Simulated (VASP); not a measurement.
# ZnS (Wurtzite-2H) (P6_3mc) in VASP: notebook, part 2 of 2

VASP 6.6.1.

### Step 4. Single point, r2SCAN

This run uses another cell than the first one, of 19.60 Å³/atom, 1.041 times its volume.

POSCAR

```
ZnS
1.0
    3.8110000000      0.0000000000      0.0000000000
   -1.9055000000      3.3004230000      0.0000000000
    0.0000000000      0.0000000000      6.2340000000
Zn S
2 2
Direct
    0.3333333333      0.6666666667      0.0000000000
    0.6666666667      0.3333333333      0.5000000000
    0.3333333333      0.6666666667      0.3850000000
    0.6666666667      0.3333333333      0.8850000000
```

INCAR.step1

```
SYSTEM = ZnS
PREC = Accurate ; ENCUT = 520
ISMEAR = 0 ; SIGMA = 0.02
LREAL = .False. ; LASPH = .True.
NELM = 60 ; NBANDS = 26
GGA = PE ; ALGO = Normal
EDIFF = 1E-4 ; LWAVE = .True.
LCHARG = .False.
```

INCAR.step2

```
SYSTEM = ZnS
PREC = Accurate ; ENCUT = 520
EDIFF = 1E-6 ; ISMEAR = 0
SIGMA = 0.02 ; LREAL = .False.
LASPH = .True. ; NELM = 60
ALGO = Normal ; ISIF = 2
LWAVE = .False. ; LCHARG = .True.
METAGGA = R2SCAN ; LMIXTAU = .True.
LELF = .True. ; LVHAR = .True.
NBANDS = 26 ; ISTART = 1
```

KPOINTS

```
Automatic mesh
0
Gamma
  6 6 4
  0 0 0
```

Potentials or basis: VASP PAW PBE potentials, release 64 (Zn, S).

Started as:

```console
> cat potpaw_PBE.64/Zn/POTCAR potpaw_PBE.64/S/POTCAR > POTCAR
> cp INCAR.step1 INCAR
> mpirun -np 1 vasp_std > vasp.out
> cp INCAR.step2 INCAR
> mpirun -np 1 vasp_std > vasp.out
```

OUTCAR:

```text
SYSTEM = ZnS
   PREC = Accurate
   ENCUT = 520
   EDIFF = 1E-6
   ISMEAR = 0
   LREAL = .False.
   LASPH = .True.
   NELM = 60
   ISIF = 2
   METAGGA = R2SCAN
   ISTART = 1

 ion  position               nearest neighbor table
   1  0.333  0.667  0.000-   4 2.31   4 2.31   4 2.31   3 2.40
   2  0.667  0.333  0.500-   3 2.31   3 2.31   3 2.31   4 2.40
   3  0.333  0.667  0.385-   2 2.31   2 2.31   2 2.31   1 2.40
   4  0.667  0.333  0.885-   1 2.31   1 2.31   1 2.31   2 2.40

  LATTYP: Found a hexagonal cell.
 ALAT       =     3.8110000000
 C/A-ratio  =     1.6357911309

  Lattice vectors:

 A1 = (   3.8110000000,   0.0000000000,   0.0000000000)
 A2 = (  -1.9055000000,   3.3004230000,   0.0000000000)
 A3 = (   0.0000000000,   0.0000000000,   6.2340000000)

Analysis of symmetry for initial positions (statically):
=====================================================================
 Subroutine PRICEL returns:
 Original cell was already a primitive cell.

 Routine SETGRP: Setting up the symmetry group for a
 hexagonal supercell.

 Subroutine GETGRP returns: Found 12 space group operations
 (whereof  6 operations were pure point group operations)
 out of a pool of 24 trial point group operations.

The static configuration has the point symmetry C_3v.
 The point group associated with its full space group is C_6v.

Analysis of symmetry for dynamics (positions and initial velocities):
=====================================================================
 Subroutine PRICEL returns:
 Original cell was already a primitive cell.

 Routine SETGRP: Setting up the symmetry group for a
 hexagonal supercell.

 Subroutine GETGRP returns: Found 12 space group operations
 (whereof  6 operations were pure point group operations)
 out of a pool of 24 trial point group operations.

The dynamic configuration has the point symmetry C_3v.
 The point group associated with its full space group is C_6v.

 Subroutine INISYM returns: Found 12 space group operations
 (whereof  6 operations are pure point group operations),
 and found     1 'primitive' translations

----------------------------------------------------------------------------------------

                                     Primitive cell

  volume of cell :      78.4107

  direct lattice vectors                    reciprocal lattice vectors
     3.811000000  0.000000000  0.000000000     0.262398321  0.151495733  0.000000000
    -1.905500000  3.300423000  0.000000000     0.000000000  0.302991465  0.000000000
     0.000000000  0.000000000  6.234000000     0.000000000  0.000000000  0.160410651

  length of vectors
     3.811000000  3.811000161  6.234000000     0.302991478  0.302991465  0.160410651

  position of ions in fractional coordinates (direct lattice)
     0.333333333  0.666666667  0.000000000
     0.666666667  0.333333333  0.500000000
     0.333333333  0.666666667  0.385000000
     0.666666667  0.333333333  0.885000000

  ion indices of the primitive-cell ions
   primitive index   ion index
                 1           1
                 2           2
                 3           3
                 4           4

----------------------------------------------------------------------------------------

 KPOINTS: Automatic mesh

Automatic generation of k-mesh.
 Grid dimensions read from file:
 generate k-points for:    6    6    4

 Generating k-lattice:

  Cartesian coordinates                     Fractional coordinates (reciprocal lattice)
     0.043733053  0.025249289  0.000000000     0.166666667  0.000000000  0.000000000
     0.000000000  0.050498578  0.000000000     0.000000000  0.166666667  0.000000000
     0.000000000  0.000000000  0.040102663     0.000000000  0.000000000  0.250000000

  Length of vectors
     0.050498580  0.050498578  0.040102663

  Shift w.r.t. Gamma in fractional coordinates (k-lattice)
     0.000000000  0.000000000  0.000000000

 Subroutine IBZKPT returns following result:
 ===========================================

 Found     21 irreducible k-points:

 Following reciprocal coordinates:
            Coordinates               Weight
  0.000000  0.000000  0.000000      1.000000
  0.166667  0.000000  0.000000      6.000000
  0.333333  0.000000  0.000000      6.000000
  0.500000  0.000000  0.000000      3.000000
  0.166667  0.166667  0.000000      6.000000
  0.333333  0.166667  0.000000     12.000000
[... 13 lines left out ...]
  0.333333  0.166667  0.500000     12.000000
  0.333333  0.333333  0.500000      2.000000
   k-points           NKPTS =     21   k-points in BZ     NKDIM =     21   number of bands    NBANDS=     26
   number of dos      NEDOS =    301   number of ions     NIONS =      4
   total plane-waves  NPLWV =  37632
   dimension x,y,z NGX =    28 NGY =   28 NGZ =   48
   dimension x,y,z NGXF=    56 NGYF=   56 NGZF=   96
   ions per type =               2   2
   NGX,Y,Z   is equivalent  to a cutoff of  12.21, 12.21, 12.80 a.u.
   NGXF,Y,Z  is equivalent  to a cutoff of  24.43, 24.43, 25.60 a.u.
 SYSTEM =  ZnS
   PREC   = accura    normal or accurate (medium, high low for compatibility)
   ISTART =      1    job   : 0-new  1-cont  2-samecut
   ICHARG =      0    charge: 1-file 2-atom 10-const
   ISPIN  =      1    spin polarized calculation?
   LNONCOLLINEAR =      F non collinear calculations
   LSORBIT =      F    spin-orbit coupling
   LASPH  =      T    aspherical Exc in radial PAW
   ENCUT  =  520.0 eV  38.22 Ry    6.18 a.u.   7.09  7.09 11.59*2*pi/ulx,y,z
   NELM   =     60;   NELMIN=  2; NELMDL=  0     # of ELM steps
   EDIFF  = 0.1E-05   stopping-criterion for ELM
   LREAL  =      F    real-space projection
   EDIFFG = 0.1E-04   stopping-criterion for IOM
   NSW    =      0    number of steps for IOM
   IBRION =     -1    ionic relax: 0-MD 1-quasi-New 2-CG
   NFREE  =      0    steps in history (QN), initial steepest desc. (CG)
   ISIF   =      2    stress and relaxation
   ISYM   =      2    0-nonsym 1-usesym 2-fastsym
   POTIM  = 0.5000    time-step for ionic-motion
   TEBEG  =    0.0;   TEEND  =   0.0 temperature during run
   PSTRESS=    0.0 pullay stress
   NELECT =      36.0000    total number of electrons
   NUPDOWN=      -1.0000    fix difference up-down
   EMIN   =  10.00;   EMAX   =-10.00  energy-range for DOS
   EFERMI =   0.00;   METHOD = LEGACY
   ISMEAR =     0;   SIGMA  =   0.02  broadening in eV -4-tet -1-fermi 0-gaus
   EFERMI_NEDOS =   21; number of points for ismear=-14 and -15
   IALGO  =     38    algorithm
   IMIX   =      4    mixing-type and parameters
     AMIX     =   0.40;   BMIX     =  1.00
     AMIX_MAG =   1.60;   BMIX_MAG =  1.00
  volume/ion in A,a.u.               =      19.60       132.29
  Fermi-wavevector in a.u.,A,eV,Ry     =   1.262943  2.386617 21.701646  1.595026
  Thomas-Fermi vector in A             =   2.396326
   LORBIT       =      0    0 simple, 1 ext, 2 COOP (PROOUT), +10 PAW based schemes
   METAGGA = R2SCAN    functional components
   LHFCALC =     F    Hartree Fock is set to
   AEXX    =    0.0000 exact exchange contribution
   IVDW    =     0    specifies the selected vdW correction
   LEPSILON=     F    determine dielectric tensor
   LRPA    =     F    only Hartree local field effects (RPA)
 non-spin polarized calculation
 Gauss-broadening in eV      SIGMA  =   0.02
  energy-cutoff  :      520.00
  volume of cell :       78.41
 maximum number of plane-waves:      2133
   NGX = 15   NGY = 15   NGZ = 23

 number of electron      35.9999977 magnetization

 Free energy of the ion-electron system (eV)
  ---------------------------------------------------
  ext. energy  EPLUGINS =         0.00000000
  ---------------------------------------------------
  free energy    TOTEN  =       -37.69976308 eV

  energy without entropy =      -37.69976308  energy(sigma->0) =      -37.69976308

 E-fermi :   2.0184     XC(G=0): -10.3067

 val. band max:        1.8875019460   @ k =   0.0000   0.0000   0.0000
 cond. band min:       4.7135034914   @ k =   0.0000   0.0000   0.0000
 fundamental gap:      2.8260015454
 Fermi energy:         2.0183845949

 k-point     1 :       0.0000    0.0000    0.0000
  band No.  band energies     occupation
      1     -11.8409      2.00000
      2     -10.8995      2.00000
      3      -4.6418      2.00000
      4      -4.6418      2.00000
      5      -4.5715      2.00000
      6      -4.5714      2.00000
[... 598 lines left out ...]
     25      12.1582      0.00000
     26      12.1582      0.00000

------------------------ aborting loop because EDIFF is reached ----------------------------------------

  FORCE on cell =-STRESS in cart. coord.  units (eV):
  Direction    XX          YY          ZZ          XY          YZ          ZX
  --------------------------------------------------------------------------------------
  -------------------------------------------------------------------------------------
  Total        0.4189356      0.4189357     -0.5335217      0.0000000      0.0000000      0.0000000
  in kB        8.5601731      8.5601740    -10.9015267      0.0000000      0.0000000      0.0000000
  external PRESSURE =       2.0729401 kB  Pullay stress =       0.0000000 kB

 VOLUME and BASIS-vectors are now :
 -----------------------------------------------------------------------------
  energy-cutoff  :      520.00
  volume of cell :       78.41
      direct lattice vectors                 reciprocal lattice vectors
     3.811000000  0.000000000  0.000000000     0.262398321  0.151495733  0.000000000
    -1.905500000  3.300423000  0.000000000     0.000000000  0.302991465  0.000000000
     0.000000000  0.000000000  6.234000000     0.000000000  0.000000000  0.160410651

 POSITION                                       TOTAL-FORCE (eV/Angst)
 -----------------------------------------------------------------------------------
     -0.00000      2.20028      0.00000         0.000000     -0.000000      0.319042
      1.90550      1.10014      3.11700        -0.000000      0.000000      0.319042
     -0.00000      2.20028      2.40009        -0.000000      0.000000     -0.319042
      1.90550      1.10014      5.51709         0.000000     -0.000000     -0.319042
 -----------------------------------------------------------------------------------
    total drift:                               -0.000000      0.000000      0.004004

  FREE ENERGIE OF THE ION-ELECTRON SYSTEM (eV)
  ---------------------------------------------------
  free  energy   TOTEN  =       -37.6997630821 eV

  energy  without entropy=      -37.6997630821  energy(sigma->0) =      -37.69976308
```

Wall time 1.7 min (1 thread of Intel Xeon Platinum 8375C at 2.90GHz (Ice Lake), shared host); peak memory 0.21 GiB.

What came out:

| Quantity | Value |
| --- | --- |
| Free energy | -37.6998 eV |
| Pressure | 0.2 GPa |
| Largest force | 0.319 eV/Å |
| Band gap on the k mesh | 2.83 eV, direct |

Forces in eV/Å, atoms in the order of the input:
```
Zn   0.000  0.000  0.319
Zn   0.000  0.000  0.319
S    0.000  0.000 -0.319
S    0.000  0.000 -0.319
```

Stress tensor (GPa, compression positive):
```
 0.86  0.00  0.00
 0.00  0.86  0.00
 0.00  0.00 -1.09
```

Levels at points of the mesh, in eV from the valence-band top:
```tsv
k point	band 16	band 17	band 18	band 19	band 20	band 21
(0.00, 0.00, 0.00)	-0.01	-0.01	0.00	2.83	3.51	6.79
(0.50, 0.00, 0.00)	-2.31	-1.59	-1.00	4.00	4.79	5.53
(0.00, 0.00, 0.50)	-0.46	-0.46	-0.46	4.06	4.06	7.22
(0.50, 0.00, 0.50)	-1.70	-1.57	-1.57	4.03	4.03	5.58
```

Caveat: the PAW data sets were made with another functional, which shifts forces and pressure a little.

### Step 5. Single point, r2SCAN

This run uses another cell than the first one, of 20.00 Å³/atom, 1.062 times its volume.

Changes to POSCAR since step 4:

```diff
@@ -2,4 +2,4 @@
 1.0
-    3.8110000000      0.0000000000      0.0000000000
-   -1.9055000000      3.3004230000      0.0000000000
+    3.8491100000      0.0000000000      0.0000000000
+   -1.9245550000      3.3334272300      0.0000000000
     0.0000000000      0.0000000000      6.2340000000
```

INCAR.step1

```
PREC     = Accurate       # precision mode
ENCUT    = 520            # plane-wave cutoff, eV
ISMEAR   = 0              # smearing method
SIGMA    = 0.02           # smearing width, eV
LREAL    = False          # projectors in reciprocal space
LASPH    = True           # aspherical terms in the spheres
NELM     = 100            # most SCF steps
NBANDS   = 26             # bands
GGA      = PE             # functional
ALGO     = Normal         # electronic algorithm
EDIFF    = 1E-4           # SCF threshold, eV
LWAVE    = True           # write WAVECAR
LCHARG   = False          # write CHGCAR
```

INCAR.step2

```
PREC     = Accurate       # precision mode
ENCUT    = 520            # plane-wave cutoff, eV
EDIFF    = 1E-6           # SCF threshold, eV
ISMEAR   = 0              # smearing method
SIGMA    = 0.02           # smearing width, eV
LREAL    = False          # projectors in reciprocal space
LASPH    = True           # aspherical terms in the spheres
NELM     = 100            # most SCF steps
ALGO     = Normal         # electronic algorithm
ISIF     = 2              # what is computed and relaxed
LWAVE    = False          # write WAVECAR
LCHARG   = False          # write CHGCAR
METAGGA  = R2SCAN         # meta-GGA
LMIXTAU  = True         
NBANDS   = 26             # bands
ISTART   = 1
```

KPOINTS

```
regular mesh
0
Gamma
  6 6 4
```

Started as:

```console
> cat potpaw_PBE.64/Zn/POTCAR potpaw_PBE.64/S/POTCAR > POTCAR
> cp INCAR.step1 INCAR
> mpirun -np 1 vasp_std > vasp.out
> cp INCAR.step2 INCAR
> mpirun -np 1 vasp_std > vasp.out
```

Wall time 2 min (1 thread of Intel Xeon Platinum 8375C at 2.90GHz (Ice Lake), shared host); peak memory 0.22 GiB.

Results (log left out):

- Free energy: -37.6968 eV
- Pressure: -1.4 GPa
- Largest force: 0.250 eV/Å
- Band gap on the k mesh: 2.71 eV, direct

Forces on the atoms (eV/Å):
```
Zn   0.000  0.000  0.250
Zn   0.000  0.000  0.250
S    0.000  0.000 -0.250
S    0.000  0.000 -0.250
```

Stress tensor (GPa, compression positive):
```
-1.23  0.00  0.00
 0.00 -1.23  0.00
 0.00  0.00 -1.65
```

Levels at points of the mesh, in eV from the valence-band top:
```csv
k point,band 14,band 15,band 16,band 17,band 18,band 19,band 20,band 21,band 22,band 23
"(0.00, 0.00, 0.00)",-0.91,-0.91,-0.05,-0.05,0.00,2.71,3.37,6.73,6.73,7.21
"(0.50, 0.00, 0.00)",-4.18,-3.16,-2.29,-1.56,-0.99,3.94,4.73,5.56,7.56,7.99
"(0.00, 0.00, 0.50)",-2.73,-0.50,-0.50,-0.50,-0.50,3.93,3.93,7.17,7.17,7.17
"(0.50, 0.00, 0.50)",-4.90,-1.69,-1.69,-1.52,-1.52,4.01,4.01,5.59,5.59,9.50
```

Caveat: the PAW data sets were made with another functional, which shifts forces and pressure a little.

### Step 6. Single point, r2SCAN

This run uses another cell than the first one, of 20.39 Å³/atom, 1.083 times its volume.

Changes to POSCAR since step 5:

```diff
@@ -2,4 +2,4 @@
 1.0
-    3.8491100000      0.0000000000      0.0000000000
-   -1.9245550000      3.3334272300      0.0000000000
+    3.8872200000      0.0000000000      0.0000000000
+   -1.9436100000      3.3664314600      0.0000000000
     0.0000000000      0.0000000000      6.2340000000
```

INCAR.step1

```
ALGO     = Normal         # electronic algorithm
EDIFF    = 1E-4           # SCF threshold, eV
ENCUT    = 520            # plane-wave cutoff, eV
GGA      = PE             # functional
ISMEAR   = 0              # smearing method
LASPH    = T              # aspherical terms in the spheres
LCHARG   = F              # write CHGCAR
LREAL    = F              # projectors in reciprocal space
LWAVE    = T              # write WAVECAR
NBANDS   = 26             # bands
NELM     = 100            # most SCF steps
PREC     = Accurate       # precision mode
SIGMA    = 0.02           # smearing width, eV
```

INCAR.step2

```
ALGO     = Normal         # electronic algorithm
EDIFF    = 1E-7           # SCF threshold, eV
ENCUT    = 520            # plane-wave cutoff, eV
ISIF     = 2              # what is computed and relaxed
ISMEAR   = 0              # smearing method
ISTART   = 1            
LASPH    = T              # aspherical terms in the spheres
LCHARG   = F              # write CHGCAR
LMIXTAU  = T            
LREAL    = F              # projectors in reciprocal space
LWAVE    = F              # write WAVECAR
METAGGA  = R2SCAN         # meta-GGA
NBANDS   = 26             # bands
NELM     = 100            # most SCF steps
PREC     = Accurate       # precision mode
SIGMA    = 0.02           # smearing width, eV
```

KPOINTS

```
k-points
0
Gamma
  6 6 4
```

Potentials or basis: VASP PAW PBE potentials, release 64 (Zn, S).

Started as:

```console
> cat potpaw_PBE.64/Zn/POTCAR potpaw_PBE.64/S/POTCAR > POTCAR
> cp INCAR.step1 INCAR
> mpirun -np 1 vasp_std > vasp.out
> cp INCAR.step2 INCAR
> mpirun -np 1 vasp_std > vasp.out
```

Wall time 2.5 min (1 thread of Intel Xeon Platinum 8375C at 2.90GHz (Ice Lake), shared host); peak memory 0.22 GiB.

Results (log left out):

| Property | Result |
| --- | --- |
| Free energy | -37.6744 eV |
| Pressure | -2.8 GPa |
| Largest force | 0.196 eV/Å |
| Band gap on the k mesh | 2.59 eV, direct |

Forces in eV/Å, atoms in the order of the input:
```
Zn   0.000  0.000  0.196
Zn   0.000  0.000  0.196
S    0.000  0.000 -0.196
S    0.000  0.000 -0.196
```

Stress tensor (GPa, compression positive):
```
-3.12  0.00  0.00
 0.00 -3.12  0.00
 0.00  0.00 -2.21
```

Levels at points of the mesh, in eV from the valence-band top:
```
           k point  band 14  band 15  band 16  band 17  band 18  band 19  band 20  band 21  band 22  band 23
(0.00, 0.00, 0.00)    -0.95    -0.95    -0.08    -0.08     0.00     2.59     3.24     6.68     6.68     7.30
(0.50, 0.00, 0.00)    -4.09    -3.10    -2.27    -1.53    -0.97     3.89     4.66     5.59     7.52     7.96
(0.00, 0.00, 0.50)    -2.68    -0.53    -0.53    -0.53    -0.53     3.81     3.81     7.11     7.11     7.11
(0.50, 0.00, 0.50)    -4.82    -1.67    -1.67    -1.47    -1.47     4.00     4.00     5.60     5.60     9.44
```

Caveat: the PAW data sets were made with another functional, which shifts forces and pressure a little.

### Step 7. Overview

```tsv
cell	gap on the mesh (eV)	pressure (GPa)	largest force (eV/Å)
a = 3.735, b = 3.735, c = 6.234 Å, angles 90.0, 90.0, 120.0°, 4 atoms	2.98	4.0	0.49
a = 3.773, b = 3.773, c = 6.234 Å, angles 90.0, 90.0, 120.0°, 4 atoms	2.91	2.0	0.40
a = 3.811, b = 3.811, c = 6.234 Å, angles 90.0, 90.0, 120.0°, 4 atoms	2.83	0.2	0.32
a = 3.849, b = 3.849, c = 6.234 Å, angles 90.0, 90.0, 120.0°, 4 atoms	2.71	-1.4	0.25
a = 3.887, b = 3.887, c = 6.234 Å, angles 90.0, 90.0, 120.0°, 4 atoms	2.59	-2.8	0.20
```

Alike in all rows: task single point; level r2SCAN; potentials or basis VASP PAW PBE potentials, release 64 (Zn, S); no spin polarisation; k mesh 6 × 6 × 4; cutoff (eV) 520; smearing gaussian 0.02 eV.

Caveats: the PAW data sets were made with another functional, which shifts forces and pressure a little.

Absolute energies hang on the potentials; compare differences alone.

### Step 8. Comparison with measurements

Step 3. Measured gap of ZnS: 3.911 eV (direct; 4 K; a printed reference work, monograph). This calculation gives 2.91 eV (-1.00 eV). The value is that of r2SCAN, without temperature or zero-point motion.

Step 4. A measured gap of ZnS is 3.911 eV (direct; 4 K; a printed reference work, monograph); the calculated 2.83 eV misses it by -1.08 eV. The value is that of r2SCAN, without temperature or zero-point motion.

Step 5. A measured gap of ZnS is 3.911 eV (direct; 4 K; a printed reference work, monograph); the calculated 2.71 eV misses it by -1.20 eV. The value is that of r2SCAN, without temperature or zero-point motion.

Step 6. Measured gap of ZnS: 3.911 eV (direct; 4 K; a printed reference work, monograph). This calculation gives 2.59 eV (-1.32 eV). The value is that of r2SCAN, without temperature or zero-point motion.
